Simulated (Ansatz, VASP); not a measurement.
## Fe2B: VASP beside Ansatz

One calculation is typed for both programs; each brings its own data sets and cutoff. How far apart do they land?

Method: plane waves, with VASP 6.6.1 beside it; single point at LDA, single point at PBEsol and single point at PBEsol, DFT+U, in Ansatz 0.2.0.

The database entry behind the starting cell differs from later determinations by our own check (0.1 to 0.3 % short, probably kX units), so it need not match the best structure at ambient conditions.

## 1. The starting structure

Symmetry: I4/mcm, No. 140, tetragonal system. The conventional cell has a = 5.099 Å, b = 5.099 Å, c = 4.240 Å, α = 90.00°, β = 90.00°, γ = 90.00°. Fe has 4 B at 2.18 Å and 3 Fe at 2.41 to 2.43 Å nearest. Nearest to B lie 2 B at 2.12 Å and 8 Fe at 2.18 Å. Farther neighbours are not listed.

Structure file:

```cif
data_structure
_symmetry_space_group_name_H-M 'P 1'
_symmetry_Int_Tables_number 1
_cell_length_a 4.1826
_cell_length_b 4.1826
_cell_length_c 4.1826
_cell_angle_alpha 104.887
_cell_angle_beta 104.887
_cell_angle_gamma 119.090
_cell_volume 55.12
loop_
_atom_site_label
_atom_site_type_symbol
_atom_site_fract_x
_atom_site_fract_y
_atom_site_fract_z
_atom_site_occupancy
Fe1 Fe 0.66700 0.83300 0.50000 1
Fe2 Fe 0.83300 0.33300 0.16600 1
Fe3 Fe 0.33300 0.16700 0.50000 1
Fe4 Fe 0.16700 0.66700 0.83400 1
B5 B 0.25000 0.25000 0.00000 1
B6 B 0.75000 0.75000 0.00000 1
```

## 2. VASP: single point, LDA

A single point gives forces, pressure and levels at one fixed geometry, so differences don't come from the geometry; what else differs is listed under the comparison.

Lines of VASP's logs that name or quote its potential files are left out, and so is its time.

Contents of INCAR:

```
SYSTEM = Fe2B
PREC = Accurate
ENCUT = 400
EDIFF = 1E-06
NELM = 150
ISMEAR = 1
SIGMA = 0.15
LREAL = .FALSE.
ALGO = Normal
GGA = CA
NBANDS = 28
ISPIN = 2
MAGMOM = 3 3 3 3 0 0
LMAXMIX = 4
LORBIT = 11
LWAVE = .FALSE.
LCHARG = .FALSE.
KPAR = 4
```

Contents of POSCAR:

```
Fe2B
1.0
   -2.5495000000      2.5495000000      2.1200000000
    2.5495000000     -2.5495000000      2.1200000000
    2.5495000000      2.5495000000     -2.1200000000
Fe B
4 2
Direct
    0.6670000000      0.8330000000      0.5000000000
    0.8330000000      0.3330000000      0.1660000000
    0.3330000000      0.1670000000      0.5000000000
    0.1670000000      0.6670000000      0.8340000000
    0.2500000000      0.2500000000      0.0000000000
    0.7500000000      0.7500000000      0.0000000000
```

Contents of KPOINTS:

```
Automatic mesh
0
Gamma
10 10 10
0 0 0
```

Potentials, in the order of the species: Fe and B (LDA family, release 64).

Started as:

```console
$ mpirun -np 4 vasp_std
```

Numbers of over 12 decimals in the logs are rounded to 6 here.

Log:

```text
[banner, memory and clock lines left out]
running    4 mpi-ranks, on    1 nodes
 distrk:  each k-point on    1 cores,    4 groups
 distr:  one band on    1 cores,    1 groups

 POSCAR found type information on POSCAR FeB
 POSCAR found :  2 types and       6 ions
 LDA part: xc-table for (Slater(with rela. corr.)+CA(PZ))
 , standard interpolation
 POSCAR, INCAR and KPOINTS ok, starting setup
 FFT: planning ... GRIDC
 FFT: planning ... GRID_SOFT
 FFT: planning ... GRID
 WAVECAR not read
 entering main loop
       N       E                     dE             d eps       ncg     rms          rms(c)
DAV:   1     0.248382918964E+03    0.24838E+03   -0.13827E+04 11424   0.145E+03
DAV:   2    -0.406720750386E+02   -0.28905E+03   -0.27499E+03 11428   0.345E+02
DAV:   3    -0.620695059582E+02   -0.21397E+02   -0.19517E+02 14268   0.117E+02
DAV:   4    -0.630608716997E+02   -0.99137E+00   -0.96840E+00 15992   0.251E+01
DAV:   5    -0.630804356122E+02   -0.19564E-01   -0.19530E-01 15508   0.318E+00    0.331E+01
DAV:   6    -0.585615745013E+02    0.45189E+01   -0.10286E+02 16392   0.141E+02    0.207E+01
DAV:   7    -0.540054155611E+02    0.45562E+01   -0.23859E+01 14244   0.728E+01    0.844E+00
DAV:   8    -0.540159875317E+02   -0.10572E-01   -0.15257E+00 14076   0.897E+00    0.282E+00
DAV:   9    -0.539350616606E+02    0.80926E-01   -0.13018E-01 16168   0.478E+00    0.873E-01
DAV:  10    -0.539245621974E+02    0.10499E-01   -0.11116E-02 15432   0.874E-01    0.292E-01
DAV:  11    -0.539232452395E+02    0.13170E-02   -0.15410E-03 12276   0.486E-01    0.732E-02
DAV:  12    -0.539232464129E+02   -0.11734E-05   -0.86702E-05 16092   0.962E-02    0.356E-02
DAV:  13    -0.539232478137E+02   -0.14008E-05   -0.76340E-06 13940   0.308E-02    0.132E-02
DAV:  14    -0.539232473417E+02    0.47195E-06   -0.22418E-06  8000   0.241E-02
   1 F= -.53923247E+02 E0= -.53923377E+02  d E =0.389942E-03  mag=     6.5549
```

From OUTCAR (step 2):

```text
ion  position               nearest neighbor table
   1  0.667  0.833  0.500-   5 2.18   6 2.18   6 2.18   5 2.18   3 2.41   3 2.43   3 2.43   4 2.69
                             2 2.69   2 2.69   4 2.69   4 2.72   2 2.72   4 2.72   2 2.72
   2  0.833  0.333  0.166-   5 2.18   6 2.18   6 2.18   5 2.18   4 2.41   4 2.43   4 2.43   1 2.69
                             3 2.69   3 2.69   1 2.69   3 2.72   1 2.72   3 2.72   1 2.72
   3  0.333  0.167  0.500-   6 2.18   5 2.18   5 2.18   6 2.18   1 2.41   1 2.43   1 2.43   2 2.69
                             4 2.69   4 2.69   2 2.69   2 2.72   4 2.72   4 2.72   2 2.72
   4  0.167  0.667  0.834-   6 2.18   5 2.18   5 2.18   6 2.18   2 2.41   2 2.43   2 2.43   3 2.69
                             1 2.69   1 2.69   3 2.69   3 2.72   1 2.72   1 2.72   3 2.72
   5  0.250  0.250  0.000-   6 2.12   6 2.12   2 2.18   3 2.18   4 2.18   2 2.18   3 2.18   4 2.18
                             1 2.18   1 2.18
   6  0.750  0.750  0.000-   5 2.12   5 2.12   1 2.18   2 2.18   4 2.18   3 2.18   1 2.18   3 2.18
                             4 2.18   2 2.18

  LATTYP: Found a body centered tetragonal cell.
 ALAT       =     5.0990000000
 C/A-ratio  =     0.8315355952

 Subroutine GETGRP returns: Found 16 space group operations
 (whereof  8 operations were pure point group operations)

The static configuration has the point symmetry C_4h.
 The point group associated with its full space group is D_4h.

 Found    102 irreducible k-points:

   k-points           NKPTS =    102   k-points in BZ     NKDIM =    102   number of bands    NBANDS=     28

   dimension x,y,z NGX =    28 NGY =   28 NGZ =   28
   dimension x,y,z NGXF=    56 NGYF=   56 NGZF=   56

   ENCUT  =  400.0 eV  29.40 Ry    5.42 a.u.   6.82  6.82  6.82*2*pi/ulx,y,z

   NELECT =      38.0000    total number of electrons

 k-points in reciprocal lattice and weights: Automatic mesh
   0.00000000  0.00000000  0.00000000       0.001
   0.10000000  0.00000000 -0.00000000       0.008
   0.20000000  0.00000000 -0.00000000       0.008
   0.30000000  0.00000000  0.00000000       0.008
   0.40000000  0.00000000  0.00000000       0.008
   0.50000000  0.00000000 -0.00000000       0.004
   0.10000000  0.10000000 -0.00000000       0.008
   0.20000000  0.10000000 -0.00000000       0.016
   0.30000000  0.10000000 -0.00000000       0.016
[...]
-0.40000000 -0.40000000  0.40000000       0.002
   0.50000000  0.50000000  0.50000000       0.001

 average (electrostatic) potential at core
       1 -42.9816       2 -42.9816       3 -42.9816       4 -42.9816       5 -31.1732
       6 -31.1732

 E-fermi :   6.8418

 spin component 1
 k-point     1 :       0.0000    0.0000    0.0000
  band No.  band energies     occupation
    ...
     17       5.2786      1.00000
     18       5.5337      1.00000
     19       6.0725      1.00000
     20       6.0725      1.00000
     21       6.5090      1.00370
     22       7.4806     -0.00000
     23       8.4926     -0.00000
     24       8.4926     -0.00000
     25       9.9449      0.00000
     26       9.9449      0.00000
    ...

 k-point     2 :       0.1000    0.0000   -0.0000
  band No.  band energies     occupation
    ...
     17       5.3203      1.00000
     18       5.6468      1.00000
     19       6.0556      1.00000
     20       6.0757      1.00000
     21       6.4525      1.00075
     22       7.4135     -0.00000
     23       8.2209     -0.00000
     24       8.2636     -0.00000
     25       9.7366     -0.00000
     26       9.9945      0.00000
    ...

 k-point     3 :       0.2000    0.0000   -0.0000
  band No.  band energies     occupation
    ...
     17       5.4621      1.00000
     18       5.8151      1.00000
     19       6.0270      1.00000
     20       6.0979      1.00000
     21       6.3073      1.00000
     22       7.0827     -0.02280
     23       7.7179     -0.00000
     24       8.1040     -0.00000
     25       9.0666     -0.00000
     26       9.9660      0.00000
    ...

 k-point     4 :       0.3000    0.0000    0.0000
  band No.  band energies     occupation
    ...
     18       5.8845      1.00000
     19       5.9957      1.00000
     20       6.1346      1.00000
     21       6.1786      1.00000
     22       6.6495      1.03499
     23       7.2879     -0.00011
     24       8.1083     -0.00000
     25       8.3182     -0.00000
     26       9.7705     -0.00000
     27      11.8801      0.00000
    ...

 k-point     5 :       0.4000    0.0000    0.0000
  band No.  band energies     occupation
    ...
     18       6.0109      1.00000
     19       6.0736      1.00000
     20       6.1489      1.00000
     21       6.1629      1.00000
     22       6.3810      1.00006
     23       6.9534      0.02576
     24       7.2719     -0.00019
     25       8.6280     -0.00000
     26       9.4432     -0.00000
     27      12.3254      0.00000
    ...

 k-point     6 :       0.5000    0.0000   -0.0000
  band No.  band energies     occupation
    ...
     20       6.1744      1.00000
     21       6.3836      1.00007
     22       6.3836      1.00007
     23       6.7265      0.98160
     24       6.7265      0.98160
     25       9.0408     -0.00000
     26       9.0408     -0.00000
     27      13.0096      0.00000
     28      13.0108      0.00000

  Total       -8.8540996     -8.8540996     -8.0123185      0.0000000      0.0000000      0.0000000
  in kB     -257.3647707   -257.3647707   -232.8964691      0.0000000      0.0000000      0.0000000
  external PRESSURE =    -249.2086701 kB  Pullay stress =       0.0000000 kB

  energy-cutoff  :      400.00
  volume of cell :       55.12
      direct lattice vectors                 reciprocal lattice vectors
    -2.549500000  2.549500000  2.120000000     0.000000000  0.196116886  0.235849057
     2.549500000 -2.549500000  2.120000000     0.196116886  0.000000000  0.235849057
     2.549500000  2.549500000 -2.120000000     0.196116886  0.196116886  0.000000000

 POSITION                                       TOTAL-FORCE (eV/Angst)
 -----------------------------------------------------------------------------------
      1.69797      0.85153      2.12000         0.034121     -0.034121     -0.000000
     -0.85153      1.69797      2.12000         0.034121      0.034121      0.000000
      0.85153      1.69797      0.00000        -0.034121      0.034121     -0.000000
      3.40103      0.85153      0.00000        -0.034121     -0.034121     -0.000000
      0.00000      0.00000      1.06000        -0.000000     -0.000000     -0.000000
      0.00000      0.00000      3.18000        -0.000000      0.000000     -0.000000
 -----------------------------------------------------------------------------------
    total drift:                               -0.000000     -0.000000      0.000000

  FREE ENERGIE OF THE ION-ELECTRON SYSTEM (eV)
  ---------------------------------------------------
  free  energy   TOTEN  =       -53.9232473417 eV

  energy  without entropy=      -53.9236372833  energy(sigma->0) =      -53.92337732

 total charge
# of ion       s       p       d       tot
------------------------------------------
    1        0.463   0.633   6.358   7.454
    2        0.463   0.633   6.358   7.454
    3        0.463   0.633   6.358   7.454
    4        0.463   0.633   6.358   7.454
    5        0.671   1.124   0.000   1.795
    6        0.671   1.124   0.000   1.795
--------------------------------------------------
tot          3.194   4.780  25.431  33.406

 magnetization (x)
# of ion       s       p       d       tot
------------------------------------------
    1       -0.003  -0.019   1.696   1.673
    2       -0.003  -0.019   1.696   1.673
    3       -0.003  -0.019   1.696   1.673
    4       -0.003  -0.019   1.696   1.673
    5       -0.019  -0.071   0.000  -0.091
    6       -0.019  -0.071   0.000  -0.091
--------------------------------------------------
tot         -0.051  -0.220   6.783   6.512

[... 6 further parts left out ...]
```

The magnetic state follows from one typed start and may not be the lowest.

(Continued in part 2 of 3.)

[Lines on the potential files, build, host, timing and source positions are cut from VASP's logs without a mark.]

[Logs are printed without paths, hosts, clocks, repeated set-up lines and the standing remarks that a program may print on its own settings, such as how far it seeks lower states.]

[Hosts, paths, dates, database ids (printed as entryN), source tags and the programs' standing remarks are cut or masked in the printed files.]
